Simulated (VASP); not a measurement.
MoP:

```xyz
2
Lattice="3.2230 0.0000 0.0000 -1.6115 2.7912 0.0000 0.0000 0.0000 3.1910" Properties=species:S:1:pos:R:3 pbc="T T T"
Mo    0.0000    0.0000    0.0000
P     0.0000    1.8608    1.5955
```

| Quantity | Value |
| --- | --- |
| Program | VASP 6.6.1 |
| Task | relaxation of cell and atoms |
| Functional | LDA |
| Potentials or basis | VASP PAW LDA potentials, release 64 (Mo_sv, P) |
| Cutoff | 600 eV |
| k mesh | 15 × 15 × 11 |
| Occupations | methfessel-paxton, width 0.1 eV |
| Spin | no spin polarisation |

At the start: pressure -6.7 GPa; volume 14.35 Å³/atom.

Q: Where does the relaxation end?

A: Over 8 steps the energy falls by 8.7 meV/atom and the volume is 13.95 Å³/atom (-2.8 %); space group P-6m2 (No. 187, to 0.05 Å).

Step by step:
| step | energy change (eV) | largest force (eV/Å) | pressure (GPa) | volume (Å³) |
| --- | --- | --- | --- | --- |
| 1 | 0.0000 | 0.0000 | -6.71 | 28.71 |
| 2 | 0.0699 | 0.0000 | 17.52 | 26.28 |
| 3 | -0.0174 | 0.0000 | -0.19 | 27.93 |
| 4 | -0.0174 | 0.0000 | -0.06 | 27.92 |
| 5 | -0.0174 | 0.0000 | 0.08 | 27.90 |
| 6 | -0.0174 | 0.0000 | -0.18 | 27.92 |
| 7 | -0.0174 | 0.0000 | -0.10 | 27.92 |
| 8 | -0.0174 | 0.0000 | 0.07 | 27.90 |

Final structure:
```cif
data_structure
_symmetry_space_group_name_H-M 'P 1'
_symmetry_Int_Tables_number 1
_cell_length_a 3.1939
_cell_length_b 3.1939
_cell_length_c 3.1577
_cell_angle_alpha 90.000
_cell_angle_beta 90.000
_cell_angle_gamma 120.000
_cell_volume 27.90
loop_
_atom_site_label
_atom_site_type_symbol
_atom_site_fract_x
_atom_site_fract_y
_atom_site_fract_z
_atom_site_occupancy
Mo1 Mo 0.00000 0.00000 0.00000 1
P1 P 0.33333 0.66667 0.50000 1
```
